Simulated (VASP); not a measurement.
Here is a VASP 6.6.1 calculation.

File INCAR:

```
SYSTEM = SnSe
  PREC = Accurate
  ENCUT = 520
  EDIFF = 1E-6
  ISMEAR = 0
  SIGMA = 0.03
  LREAL = .FALSE.
  LASPH = .TRUE.
  NELM = 80
  ALGO = Fast
  ISIF = 2
  LWAVE = .FALSE.
  LCHARG = .FALSE.
  GGA = PS
  NBANDS = 17
  ICORELEVEL = 1
```

KPOINTS

```
Automatic mesh
0
G
  10 10 10
  0 0 0
```

Contents of POSCAR:

```
SnSe                                    
1.0
    0.0000000000      2.9758393126      2.9758393126
    2.9758393126      0.0000000000      2.9758393126
    2.9758393126      2.9758393126      0.0000000000
  Sn              Se            
     1     1
Direct
     0.0000000000000000    0.0000000000000000    0.0000000000000000
     0.5000000000000000    0.5000000000000000    0.5000000000000000
```

File KPOINTS_OPT:

```
explicit points
109
Reciprocal
 0.0000000000  0.0000000000  0.0000000000 1
 0.0555555556  0.0000000000  0.0555555556 1
 0.1111111111  0.0000000000  0.1111111111 1
 0.1666666667  0.0000000000  0.1666666667 1
 0.2222222222  0.0000000000  0.2222222222 1
 0.2777777778  0.0000000000  0.2777777778 1
 0.3333333333  0.0000000000  0.3333333333 1
 0.3888888889  0.0000000000  0.3888888889 1
 0.4444444444  0.0000000000  0.4444444444 1
 0.5000000000  0.0000000000  0.5000000000 1
 0.5000000000  0.0000000000  0.5000000000 1
 0.5000000000  0.0277777778  0.5277777778 1
 0.5000000000  0.0555555556  0.5555555556 1
 0.5000000000  0.0833333333  0.5833333333 1
 0.5000000000  0.1111111111  0.6111111111 1
 0.5000000000  0.1388888889  0.6388888889 1
 0.5000000000  0.1666666667  0.6666666667 1
 0.5000000000  0.1944444444  0.6944444444 1
 0.5000000000  0.2222222222  0.7222222222 1
 0.5000000000  0.2500000000  0.7500000000 1
 0.5000000000  0.2500000000  0.7500000000 1
 0.4861111111  0.2638888889  0.7500000000 1
 0.4722222222  0.2777777778  0.7500000000 1
 0.4583333333  0.2916666667  0.7500000000 1
 0.4444444444  0.3055555556  0.7500000000 1
 0.4305555556  0.3194444444  0.7500000000 1
 0.4166666667  0.3333333333  0.7500000000 1
 0.4027777778  0.3472222222  0.7500000000 1
 0.3888888889  0.3611111111  0.7500000000 1
 0.3750000000  0.3750000000  0.7500000000 1
 0.3750000000  0.3750000000  0.7500000000 1
 0.3333333333  0.3333333333  0.6666666667 1
 0.2916666667  0.2916666667  0.5833333333 1
 0.2500000000  0.2500000000  0.5000000000 1
 0.2083333333  0.2083333333  0.4166666667 1
 0.1666666667  0.1666666667  0.3333333333 1
 0.1250000000  0.1250000000  0.2500000000 1
 0.0833333333  0.0833333333  0.1666666667 1
 0.0416666667  0.0416666667  0.0833333333 1
 0.0000000000  0.0000000000  0.0000000000 1
 0.0000000000  0.0000000000  0.0000000000 1
 0.0555555556  0.0555555556  0.0555555556 1
 0.1111111111  0.1111111111  0.1111111111 1
 0.1666666667  0.1666666667  0.1666666667 1
 0.2222222222  0.2222222222  0.2222222222 1
 0.2777777778  0.2777777778  0.2777777778 1
 0.3333333333  0.3333333333  0.3333333333 1
 0.3888888889  0.3888888889  0.3888888889 1
 0.4444444444  0.4444444444  0.4444444444 1
 0.5000000000  0.5000000000  0.5000000000 1
 0.5000000000  0.5000000000  0.5000000000 1
 0.5138888889  0.4722222222  0.5138888889 1
 0.5277777778  0.4444444444  0.5277777778 1
 0.5416666667  0.4166666667  0.5416666667 1
 0.5555555556  0.3888888889  0.5555555556 1
 0.5694444444  0.3611111111  0.5694444444 1
 0.5833333333  0.3333333333  0.5833333333 1
 0.5972222222  0.3055555556  0.5972222222 1
 0.6111111111  0.2777777778  0.6111111111 1
 0.6250000000  0.2500000000  0.6250000000 1
 0.6250000000  0.2500000000  0.6250000000 1
 0.6111111111  0.2500000000  0.6388888889 1
 0.5972222222  0.2500000000  0.6527777778 1
 0.5833333333  0.2500000000  0.6666666667 1
 0.5694444444  0.2500000000  0.6805555556 1
 0.5555555556  0.2500000000  0.6944444444 1
 0.5416666667  0.2500000000  0.7083333333 1
 0.5277777778  0.2500000000  0.7222222222 1
 0.5138888889  0.2500000000  0.7361111111 1
 0.5000000000  0.2500000000  0.7500000000 1
 0.5000000000  0.2500000000  0.7500000000 1
 0.5000000000  0.2777777778  0.7222222222 1
 0.5000000000  0.3055555556  0.6944444444 1
 0.5000000000  0.3333333333  0.6666666667 1
 0.5000000000  0.3611111111  0.6388888889 1
 0.5000000000  0.3888888889  0.6111111111 1
 0.5000000000  0.4166666667  0.5833333333 1
 0.5000000000  0.4444444444  0.5555555556 1
 0.5000000000  0.4722222222  0.5277777778 1
 0.5000000000  0.5000000000  0.5000000000 1
 0.5000000000  0.5000000000  0.5000000000 1
 0.4861111111  0.4861111111  0.5277777778 1
 0.4722222222  0.4722222222  0.5555555556 1
 0.4583333333  0.4583333333  0.5833333333 1
 0.4444444444  0.4444444444  0.6111111111 1
 0.4305555556  0.4305555556  0.6388888889 1
 0.4166666667  0.4166666667  0.6666666667 1
 0.4027777778  0.4027777778  0.6944444444 1
 0.3888888889  0.3888888889  0.7222222222 1
 0.3750000000  0.3750000000  0.7500000000 1
 0.6250000000  0.2500000000  0.6250000000 1
 0.6111111111  0.2222222222  0.6111111111 1
 0.5972222222  0.1944444444  0.5972222222 1
 0.5833333333  0.1666666667  0.5833333333 1
 0.5694444444  0.1388888889  0.5694444444 1
 0.5555555556  0.1111111111  0.5555555556 1
 0.5416666667  0.0833333333  0.5416666667 1
 0.5277777778  0.0555555556  0.5277777778 1
 0.5138888889  0.0277777778  0.5138888889 1
 0.5000000000  0.0000000000  0.5000000000 1
 0.0000000000  0.0000000000  0.0000000000 1
 0.3750000000  0.3750000000  0.7500000000 1
 0.5000000000  0.5000000000  0.5000000000 1
 0.6250000000  0.2500000000  0.6250000000 1
 0.5000000000  0.2500000000  0.7500000000 1
 0.5000000000  0.0000000000  0.5000000000 1
 0.4000000000  0.0000000000  0.4000000000 1
 0.4250000000  0.0000000000  0.4250000000 1
 0.4500000000  0.0000000000  0.4500000000 1
```

Potentials or basis: VASP PAW PBE potentials, release 64 (Sn_d, Se).

The run is started by

```console
$ cat potpaw_PBE.64/Sn_d/POTCAR potpaw_PBE.64/Se/POTCAR > POTCAR
$ mpirun -np 1 vasp_std > vasp.out
```

Problem. What does it give for the band gap along the path?

Solution. 0.17 eV, direct.

Problem. Predict the pressure.

Solution. 0.0 GPa.

Levels at the corners of the path, in eV from the valence-band top:
```tsv
point	band 6	band 7	band 8	band 9	band 10	band 11	band 12	band 13	band 14	band 15
Γ	-14.19	-5.07	-2.36	-2.36	-2.36	4.34	4.34	4.34	5.69	5.69
X	-12.86	-6.13	-5.82	-3.89	-3.89	2.73	5.44	5.44	6.08	10.49
X	-12.86	-6.13	-5.82	-3.89	-3.89	2.73	5.44	5.44	6.08	10.49
W	-12.83	-7.12	-5.02	-5.02	-0.87	1.40	4.70	4.70	7.22	7.22
W	-12.83	-7.12	-5.02	-5.02	-0.87	1.40	4.70	4.70	7.22	7.22
K	-12.86	-7.23	-5.39	-3.39	-2.63	3.18	3.61	5.16	5.38	9.84
K	-12.86	-7.23	-5.39	-3.39	-2.63	3.18	3.61	5.16	5.38	9.84
Γ	-14.19	-5.07	-2.36	-2.36	-2.36	4.34	4.34	4.34	5.69	5.69
Γ	-14.19	-5.07	-2.36	-2.36	-2.36	4.34	4.34	4.34	5.69	5.69
L	-13.17	-8.34	-2.10	-2.10	-0.19	0.62	1.11	1.11	8.14	10.11
L	-13.17	-8.34	-2.10	-2.10	-0.19	0.62	1.11	1.11	8.14	10.11
U	-12.86	-7.23	-5.39	-3.39	-2.63	3.18	3.61	5.16	5.38	9.84
U	-12.86	-7.23	-5.39	-3.39	-2.63	3.18	3.61	5.16	5.38	9.84
W	-12.83	-7.12	-5.02	-5.02	-0.87	1.40	4.70	4.70	7.22	7.22
W	-12.83	-7.12	-5.02	-5.02	-0.87	1.40	4.70	4.70	7.22	7.22
L	-13.17	-8.34	-2.10	-2.10	-0.19	0.62	1.11	1.11	8.14	10.11
L	-13.17	-8.34	-2.10	-2.10	-0.19	0.62	1.11	1.11	8.14	10.11
K	-12.86	-7.23	-5.39	-3.39	-2.63	3.18	3.61	5.16	5.38	9.84
U	-12.86	-7.23	-5.39	-3.39	-2.63	3.18	3.61	5.16	5.38	9.84
X	-12.86	-6.13	-5.82	-3.89	-3.89	2.73	5.44	5.44	6.08	10.49
```

Caveat: the PAW data sets were made with another functional, which shifts forces and pressure a little; spin-orbit coupling is left out, which moves the levels of the heavy elements.
